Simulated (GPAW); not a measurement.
# PbSe (Clausthalite) (Fm-3m) in GPAW: a series of runs

The runs below take PbSe (Clausthalite) through single point, relaxation of cell and atoms, with PBE, LDA, SCAN.

All numbers are computed with GPAW 26.7.0; they aren't measurements. Logs are shortened: lines on timing, memory, paths and dates and some standing lists are left out, and cuts for length are marked. The log counts tension as positive stress, the text compression.

**Measured values to compare with.**

A printed reference work, monograph reports, for a bulk crystal of PbSe at 300 K: band gap 0.28 eV (direct).

How close the calculation comes is told below.

**1. The crystal as given**

It takes space group Fm-3m (No. 225, cubic). Conventional cell: a = 6.121 Å, b = 6.121 Å, c = 6.121 Å, α = 90.00°, β = 90.00°, γ = 90.00°. Pb (site symmetry m-3m) is surrounded by 6 Se at 3.06 Å. Se (site symmetry m-3m) has 6 Pb at 3.06 Å as nearest neighbours.

**2. Single point, PBE**

The input, run.py:

```python
from ase.dft.bandgap import bandgap
from ase.io import read, write
from ase.units import GPa
from gpaw import GPAW, PW

atoms = read('PbSe.xyz')

calc = GPAW(mode=PW(400),
            xc='PBE',
            kpts={'size': (6, 6, 6), 'gamma': True},
            occupations={'name': 'fermi-dirac', 'width': 0.01},
            nbands=19,
            convergence={'density': 1e-05, 'energy': 1e-05},
            maxiter=150,
            txt='gpaw.txt')
atoms.calc = calc
energy = atoms.get_potential_energy()
forces = atoms.get_forces()
stress = atoms.get_stress()
calc.write('gs.gpw')
write('result.traj', atoms)
print(f'Energy: {energy:.6f} eV')
print('Forces (eV/A):')
print(forces.round(4))
print('Stress (GPa):', (stress / GPa).round(3))
print('Fermi level:', round(calc.get_fermi_level(), 4), 'eV')
print(f'Gap: {bandgap(calc)[0]:.4f} eV, direct: {bandgap(calc, direct=True)[0]:.4f} eV')
```

The input, PbSe.xyz:

```xyz
2
Lattice="0.0000000000 3.0606500000 3.0606500000 3.0606500000 0.0000000000 3.0606500000 3.0606500000 3.0606500000 0.0000000000" Properties=species:S:1:pos:R:3 pbc="T T T"
Pb     0.0000000000      0.0000000000      0.0000000000
Se     3.0606500000      3.0606500000      3.0606500000
```

Potentials or basis: GPAW PAW data sets (gpaw-data 1.2.1), pw.

On the command line:

```console
> OMP_NUM_THREADS=1 python run.py
```

gpaw.txt:

```text
__  _  _
 | _ |_)|_||  |
 |__||  | ||/\| - 26.7.0

Input parameters:
  mode=PW(ecut=400.0),
  convergence={'density': 1e-05, 'energy': 1e-05},
  kpts=MonkhorstPack(size=(6, 6, 6), gamma=True),
  maxiter=150,
  nbands=19,
  occupations=Occupations(name='fermi-dirac', width=0.01),
  xc=XC(name='PBE')

Diagonalizing LCAO Hamiltonian
Converting LCAO to pw mode

                Se

       Pb

Atoms  # Å, Bohr magnetons
|   | symbol |        x |        y |        z |    initial magnetic moments |
|---|--------|----------|----------|----------|-----------------------------|
| 0 |     Pb | 0.000000 | 0.000000 | 0.000000 | ( 0.0000,  0.0000,  0.0000) |
| 1 |     Se | 3.060650 | 3.060650 | 3.060650 | ( 0.0000,  0.0000,  0.0000) |

Unit cell  # Å
| periodic |        x |        y |        z |  lengths |    angles |
|----------|----------|----------|----------|----------|-----------|
|      yes | 0.000000 | 3.060650 | 3.060650 | 4.328413 | 60.000000 |
|      yes | 3.060650 | 0.000000 | 3.060650 | 4.328413 | 60.000000 |
|      yes | 3.060650 | 3.060650 | 0.000000 | 4.328413 | 60.000000 |

Number of symmetries: 48
Symmetry operations  # r_c * U_cc + t_c -> r_c
|    | kind |            matrix            |
|----|------|------------------------------|
|  0 |  σ   |  1, 0, 0,  1, 0,-1,  1,-1, 0 |
|  1 |  C2  |  1, 0, 0,  1,-1, 0,  1, 0,-1 |
|  2 |  E   |  1, 0, 0,  0, 1, 0,  0, 0, 1 |
|  3 |  σ   |  1, 0, 0,  0, 0, 1,  0, 1, 0 |
|  4 |  C4  |  1, 0,-1,  1, 0, 0,  1,-1, 0 |
|  5 |  S6  |  1, 0,-1,  1,-1, 0,  1, 0, 0 |
|  6 |  σ   |  1, 0,-1,  0, 1,-1,  0, 0,-1 |
|  7 |  C3  |  1, 0,-1,  0, 0,-1,  0, 1,-1 |
|  8 |  S6  |  1,-1, 0,  1, 0, 0,  1, 0,-1 |
|  9 |  C4  |  1,-1, 0,  1, 0,-1,  1, 0, 0 |
| 10 |  C3  |  1,-1, 0,  0,-1, 1,  0,-1, 0 |
| 11 |  σ   |  1,-1, 0,  0,-1, 0,  0,-1, 1 |
| 12 |  σ   |  0, 1, 0,  1, 0, 0,  0, 0, 1 |
| 13 |  C4  |  0, 1, 0,  0, 1,-1, -1, 1, 0 |
| 14 |  C3  |  0, 1, 0,  0, 0, 1,  1, 0, 0 |
| 15 |  S6  |  0, 1, 0, -1, 1, 0,  0, 1,-1 |
| 16 |  C2  |  0, 1,-1,  1, 0,-1,  0, 0,-1 |
| 17 |  σ   |  0, 1,-1,  0, 1, 0, -1, 1, 0 |
| 18 |  S4  |  0, 1,-1,  0, 0,-1,  1, 0,-1 |
| 19 |  C4  |  0, 1,-1, -1, 1, 0,  0, 1, 0 |
| 20 |  C3  |  0, 0, 1,  1, 0, 0,  0, 1, 0 |
| 21 |  σ   |  0, 0, 1,  0, 1, 0,  1, 0, 0 |
| 22 |  S6  |  0, 0, 1,  0,-1, 1, -1, 0, 1 |
| 23 |  C4  |  0, 0, 1, -1, 0, 1,  0,-1, 1 |
| 24 |  S4  |  0, 0,-1,  1, 0,-1,  0, 1,-1 |
| 25 |  C3  |  0, 0,-1,  0, 1,-1,  1, 0,-1 |
| 26 |  C2  |  0, 0,-1,  0,-1, 0, -1, 0, 0 |
| 27 |  S6  |  0, 0,-1, -1, 0, 0,  0,-1, 0 |
| 28 |  S4  |  0,-1, 1,  1,-1, 0,  0,-1, 0 |
| 29 |  C4  |  0,-1, 1,  0, 0, 1, -1, 0, 1 |
| 30 |  C2  |  0,-1, 1,  0,-1, 0,  1,-1, 0 |
| 31 |  σ   |  0,-1, 1, -1, 0, 1,  0, 0, 1 |
| 32 |  C3  |  0,-1, 0,  1,-1, 0,  0,-1, 1 |
| 33 |  S6  |  0,-1, 0,  0, 0,-1, -1, 0, 0 |
| 34 |  S4  |  0,-1, 0,  0,-1, 1,  1,-1, 0 |
| 35 |  C2  |  0,-1, 0, -1, 0, 0,  0, 0,-1 |
| 36 |  C2  | -1, 1, 0,  0, 1, 0,  0, 1,-1 |
| 37 |  S6  | -1, 1, 0,  0, 1,-1,  0, 1, 0 |
| 38 |  S4  | -1, 1, 0, -1, 0, 1, -1, 0, 0 |
| 39 |  C3  | -1, 1, 0, -1, 0, 0, -1, 0, 1 |
| 40 |  S6  | -1, 0, 1,  0, 0, 1,  0,-1, 1 |
| 41 |  C2  | -1, 0, 1,  0,-1, 1,  0, 0, 1 |
| 42 |  C3  | -1, 0, 1, -1, 1, 0, -1, 0, 0 |
| 43 |  S4  | -1, 0, 1, -1, 0, 0, -1, 1, 0 |
| 44 |  C2  | -1, 0, 0,  0, 0,-1,  0,-1, 0 |
| 45 |  i   | -1, 0, 0,  0,-1, 0,  0, 0,-1 |
| 46 |  σ   | -1, 0, 0, -1, 1, 0, -1, 0, 1 |
| 47 |  C2  | -1, 0, 0, -1, 0, 1, -1, 1, 0 |

BZ-sampling:
  Number of BZ points: 216
  Number of IBZ points: 16

  Monkhorst-Pack size: [6, 6, 6]
  Monkhorst-Pack shift: [0.08333333333333333, 0.08333333333333333, 0.08333333333333333]

K-points  # in reciprocal-cell coordinates
|     |                                coordinates |     weight |
|-----|--------------------------------------------|------------|
|   0 | (  0.00000000,   0.00000000,   0.00000000) | 0.00462963 |
|   1 | (  0.16666667,   0.16666667,   0.00000000) | 0.02777778 |
|   2 | (  0.16666667,   0.16666667,   0.16666667) | 0.03703704 |
|   3 | (  0.33333333,   0.16666667,   0.16666667) | 0.05555556 |
|   4 | (  0.33333333,   0.33333333,  -0.33333333) | 0.05555556 |
|   5 | (  0.33333333,   0.33333333,   0.00000000) | 0.02777778 |
|   6 | (  0.33333333,   0.33333333,   0.16666667) | 0.11111111 |
|   7 | (  0.33333333,   0.33333333,   0.33333333) | 0.03703704 |
|   8 | (  0.50000000,   0.33333333,  -0.33333333) | 0.11111111 |
|   9 | (  0.50000000,   0.33333333,  -0.16666667) | 0.05555556 |
| ... |                                            |            |
|  15 | (  0.50000000,   0.50000000,   0.50000000) | 0.01851852 |

Plane wave coefficients: 1056
Cutoff: 400.0 eV

Spin-components: 1 (collinear spins)
Bands:           19
Projectors:      11
Spin-degeneracy: 2
Datatype:        complex128

Density:
  Valence electrons: 20.0
  Components: 1
  Grid points: [20 20 20]
  Charge: 0.0  # |e|

Potential:
  Grid points: [20 20 20]

species:
  Pb:
    name:    Lead
    Z:       82.0
    valence: 14
    core:    68
    charge:  0.0  # [|e|]
    compensation charges:
      type: gauss
      rc: 0.38  # [Å]
      lmax: 2
    cutoffs:
      filter: 2.36  # [Å]
      core: 2.43  # [Å]
    projectors
    | kind |    occ | energy [eV] | rcut [Å] |
    |------|--------|-------------|----------|
    |   6s |  2.000 |     -11.969 |    1.259 |
    |   6p |  2.000 |      -3.506 |    1.275 |
    |   5d | 10.000 |     -21.211 |    1.217 |
    |    s |        |      15.243 |    1.259 |
    |    p |        |      23.705 |    1.275 |
    |    d |        |       6.001 |    1.217 |

    Using partial waves for Pb as LCAO basis

  Se:
    name:    Selenium
    Z:       34.0
    valence: 6
    core:    28
    charge:  0.0  # [|e|]
    compensation charges:
      type: gauss
      rc: 0.27  # [Å]
      lmax: 2
    cutoffs:
      filter: 1.77  # [Å]
      core: 2.67  # [Å]
    projectors
    | kind |    occ | energy [eV] | rcut [Å] |
    |------|--------|-------------|----------|
    |   4s |  2.000 |     -17.277 |    0.847 |
    |   4p |  4.000 |      -6.512 |    1.005 |
    |    s |        |       9.935 |    0.847 |
    |    p |        |      20.699 |    1.005 |
    |    d |        |       0.000 |    0.847 |

    Using partial waves for Se as LCAO basis

Reference energy: -633377.995495  # eV

eigensolver:
  PPCG
  Converge bands: occupied
  niter=2

density mixing:
  MSR1-Mixer
  Pratt-step length: 0.05
  Maximum mixing coefficient: 0.75
  Old densities: 10
  SVD Regularization: 0.005
  Good broyden scale: 1.0
  Trust region scale: 1.0
  Backstep threshold: 4.0
  History deletion threshold: 6.0
  Fourier metric: weight=20.0, sigma=0.015

occupation numbers:
  Fermi-Dirac:
    width: 0.0100  # eV

poisson solver:
  ecut: 3200.0  # eV

xc functional:
  name: PBE with 2 nearest neighbor stencil

convergence criteria:
- Maximum integral of absolute [dens]ity change: 1e-05 electrons / valence electron
- Maximum [total energy] change in last 3 cyles: 1e-05 eV / valence electron
- Maximum integral of absolute [eigenst]ate change: 4e-08 eV^2 / valence electron
maximum number of iterations: 150

SCF iterations
|iter     | |      energy | eigst |  dens |
|---------|-|-------------|-------|-------|
|iter:   1| |   -8.565977 | -0.33 |       |
|iter:   2| |   -8.506066 | -2.24 | -1.23 |
|iter:   3| |   -8.311921 | -1.87 | -1.28 |
|iter:   4| |   -8.313494 | -3.91 | -1.91 |
|iter:   5| |   -8.314131 | -4.45 | -2.30 |
|iter:   6| |   -8.314154 | -5.75 | -3.23 |
|iter:   7| |   -8.314156c| -6.96 | -3.77 |
|iter:   8| |   -8.314156c| -7.83c| -4.50 |
|iter:   9| |   -8.314156c| -7.91c| -5.24c|

Converged in 9 steps
Energy contributions relative to reference atoms: (reference = -633377.995495)

Energy contributions:
  Kinetic:          21.134418
  Coulomb:         -21.182886
  Zero:             -0.021499
  External:          0.000000
  Xc:               -8.244189
  Entropy:          -0.000000
  Spinorbit:         0.000000
  ----------------------------
  Free energy:      -8.314156
  Extrapolated:     -8.314156

dipole moment: (-25.874430, -25.874430, -25.874430)  # |e|*Ang

Fermi level: 6.263
Eigenvalues  # (at kpt = [0.000, 0.000, 0.000])
| band index |      eig [eV] | occ [0-2] |
|------------|---------------|-----------|
|          0 |       -10.714 |     2.000 |
|        ... |               |           |
|          2 |       -10.713 |     2.000 |
|          3 |       -10.713 |     2.000 |
|          4 |       -10.713 |     2.000 |
|          5 |        -7.475 |     2.000 |
|          6 |        -0.129 |     2.000 |
|          7 |         4.215 |     2.000 |
[... 9 lines left out ...]
|         17 |        14.530 |     0.000 |
|         18 |        15.115 |     0.000 |

Gap: 0.247 eV
Transition (v -> c):
  (s=0, k=15, n=9, [0.50, 0.50, 0.50]) -> (s=0, k=15, n=10, [0.50, 0.50, 0.50])
No difference between direct/indirect transitions

Forces  # eV/Ang
|        x |       y |       z |
|----------|---------|---------|
| -0.00000 | 0.00000 | 0.00000 |  # Pb   0
| -0.00000 | 0.00000 | 0.00000 |  # Se   1

Stress tensor  # eV/Ang^3
|         x |         y |         z |
|-----------|-----------|-----------|
| -0.004368 | -0.000000 | -0.000000 |
| -0.000000 | -0.004368 |  0.000000 |
| -0.000000 |  0.000000 | -0.004368 |

# Writing to gs.gpw (mode='')
```

Wall time 5 s (1 thread of Arm Neoverse V2, shared host); peak memory 0.14 GiB.

The run converged, but some of its settings lie outside the range that counts as converged, so its numbers aren't taken as properties of the crystal.

What came out:

```yaml
Free_energy: -8.3142 eV
Pressure: 0.7 GPa
Band_gap_on_the_k_mesh: 0.25 eV, direct
```

Caveat: the cutoff is short for stress and forces, so pressures can be off by a GPa or more; spin-orbit coupling is left out, which as a rule narrows the gap of such compounds by several tenths of an eV.

**3. Single point, LDA**

run.py, as its differences from that of step 2:

```diff
@@ -1,10 +1,20 @@
 from ase.dft.bandgap import bandgap
-from ase.io import read, write
+from ase.io import write
+from ase.spacegroup import crystal
 from ase.units import GPa
-from gpaw import GPAW, PW
+from gpaw import GPAW, PW, setup_paths
 
-atoms = read('PbSe.xyz')
+setup_paths.insert(0, '.')
+
+# Pb 4a
+# Se 4b
+atoms = crystal(['Pb', 'Se'],
+                basis=[[0.0, 0.0, 0.0],
+                       [0.5, 0.0, 0.0]],
+                spacegroup=225, setting=1,  # Fm-3m
+                cellpar=[6.1213, 6.1213, 6.1213, 90.0, 90.0, 90.0],
+                primitive_cell=True)
 
 calc = GPAW(mode=PW(400),
-            xc='PBE',
+            xc='LDA',
             kpts={'size': (6, 6, 6), 'gamma': True},
```

Potentials or basis: PAW data sets generated in the run's folder for this functional, pw.

On the command line:

```console
> gpaw-setup -f LDA Pb Se
> OMP_NUM_THREADS=1 python run.py
```

gpaw.txt:

```text
__  _  _
 | _ |_)|_||  |
 |__||  | ||/\| - 26.7.0

Input parameters:
  mode=PW(ecut=400.0),
  convergence={'density': 1e-05, 'energy': 1e-05},
  kpts=MonkhorstPack(size=(6, 6, 6), gamma=True),
  maxiter=150,
  nbands=19,
  occupations=Occupations(name='fermi-dirac', width=0.01),
  xc=XC(name='LDA')

Diagonalizing LCAO Hamiltonian
Converting LCAO to pw mode

                Se

       Pb

Atoms  # Å, Bohr magnetons
|   | symbol |        x |        y |        z |    initial magnetic moments |
|---|--------|----------|----------|----------|-----------------------------|
| 0 |     Pb | 0.000000 | 0.000000 | 0.000000 | ( 0.0000,  0.0000,  0.0000) |
| 1 |     Se | 3.060650 | 3.060650 | 3.060650 | ( 0.0000,  0.0000,  0.0000) |

Unit cell  # Å
| periodic |        x |        y |        z |  lengths |    angles |
|----------|----------|----------|----------|----------|-----------|
|      yes | 0.000000 | 3.060650 | 3.060650 | 4.328413 | 60.000000 |
|      yes | 3.060650 | 0.000000 | 3.060650 | 4.328413 | 60.000000 |
|      yes | 3.060650 | 3.060650 | 0.000000 | 4.328413 | 60.000000 |
[... 198 lines left out ...]
  Coulomb:         -16.531326
  Zero:             -0.018716
  External:          0.000000
  Xc:               -8.968006
  Entropy:          -0.000004
  Spinorbit:         0.000000
  ----------------------------
  Free energy:      -9.605600
  Extrapolated:     -9.605598

dipole moment: (-25.973599, -25.973599, -25.973599)  # |e|*Ang

Fermi level: 5.844
Eigenvalues  # (at kpt = [0.000, 0.000, 0.000])
| band index |      eig [eV] | occ [0-2] |
|------------|---------------|-----------|
|          0 |       -10.959 |     2.000 |
|        ... |               |           |
|          2 |       -10.952 |     2.000 |
|          3 |       -10.952 |     2.000 |
|          4 |       -10.952 |     2.000 |
|          5 |        -7.857 |     2.000 |
|          6 |        -0.617 |     2.000 |
|          7 |         3.894 |     2.000 |
[... 9 lines left out ...]
|         17 |        14.043 |     0.000 |
|         18 |        14.805 |     0.000 |

Gap: 0.146 eV
Transition (v -> c):
  (s=0, k=15, n=9, [0.50, 0.50, 0.50]) -> (s=0, k=15, n=10, [0.50, 0.50, 0.50])
No difference between direct/indirect transitions

Forces  # eV/Ang
|       x |        y |        z |
|---------|----------|----------|
| 0.00000 | -0.00000 | -0.00000 |  # Pb   0
| 0.00000 |  0.00000 |  0.00000 |  # Se   1

Stress tensor  # eV/Ang^3
|         x |         y |         z |
|-----------|-----------|-----------|
|  0.024550 | -0.000000 | -0.000000 |
| -0.000000 |  0.024550 | -0.000000 |
| -0.000000 | -0.000000 |  0.024550 |

# Writing to gs.gpw (mode='')
```

stdout:

```text
Energy: -9.605598 eV
Forces (eV/A):
[[ 0. -0. -0.]
 [ 0.  0.  0.]]
Stress (GPa): [ 3.933  3.933  3.933 -0.    -0.    -0.   ]
Fermi level: 5.8439 eV
Gap: 0.1457 eV, direct: 0.1457 eV
```

Wall time 7.6 s (1 thread of Arm Neoverse V2, shared host); peak memory 0.13 GiB.

The run converged, but some of its settings lie outside the range that counts as converged, so its numbers aren't taken as properties of the crystal.

What came out:

```yaml
Free_energy: -9.6056 eV
Pressure: -3.9 GPa
Band_gap_on_the_k_mesh: 0.15 eV, direct
```

Caveat: the cutoff is short for stress and forces, so pressures can be off by a GPa or more; spin-orbit coupling is left out, which as a rule narrows the gap of such compounds by several tenths of an eV.

(Continued in part 2 of 2.)
